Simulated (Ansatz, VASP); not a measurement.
As in VASP and in Ansatz

The input INCAR:

```
ALGO = Fast ; EDIFF = 1E-7
ENCUT = 520 ; GGA = RP
ISIF = 2 ; ISMEAR = -1
LASPH = True ; LCHARG = False
LREAL = False ; LWAVE = False
NBANDS = 8 ; NELM = 60
PREC = Accurate ; SIGMA = 0.1
```

The input KPOINTS:

```
k-points
0
Gamma
  14 14 14
```

The input POSCAR:

```
As
1.0
    0.0000000000      2.1162702053      2.1162702053
    2.1162702053      0.0000000000      2.1162702053
    2.1162702053      2.1162702053      0.0000000000
As
1
Direct
    0.0000000000      0.0000000000      0.0000000000
```

Input for Ansatz:

```yaml
crystal:
  lattice:
    - [0.0, 2.1162702053, 2.1162702053]
    - [2.1162702053, 0.0, 2.1162702053]
    - [2.1162702053, 2.1162702053, 0.0]
  atoms:
    - { symbol: As, position: [0.0, 0.0, 0.0] }
hamiltonian:
  xc: rpbe
  pseudopotentials:
    kind: paw
    azcp:
      As: "pseudopotentials/As.paw.azcp"
basis:
  ecutwfc: 420
  fft_grid_basis: typed
kpoints:
  mp_grid: { grid: [14, 14, 14], shift: [0, 0, 0] }
magnetization:
  spin_polarized: false
scf:
  occupations: { method: fermi_dirac, width: 0.1 }
  lower_state_search: "off"
output:
  stress: true
```

Alike in both runs: task single point; functional RPBE; k mesh 14 × 14 × 14; occupations fermi-dirac, width 0.1 eV; no spin polarisation.

|  | VASP | Ansatz |
| --- | --- | --- |
| version | VASP 6.6.1 | Ansatz 0.2.0 |
| potentials or method | VASP PAW PBE potentials, release 64 (As) | plane waves (420 eV) with PAW, scalar-relativistic |
| plane-wave cutoff (eV) | 520 | 420 |
| valence electrons in the cell | 5 | 15 |

```csv
,VASP,Ansatz,Ansatz less VASP
pressure (GPa),3.1,3.1,0.00
```

With one functional, cell and mesh, what is left measures potentials, basis and numerics. The two sets of potentials don't hold the same shells in valence.

Caveats: the PAW data sets were made with another functional, which shifts forces and pressure a little (VASP).
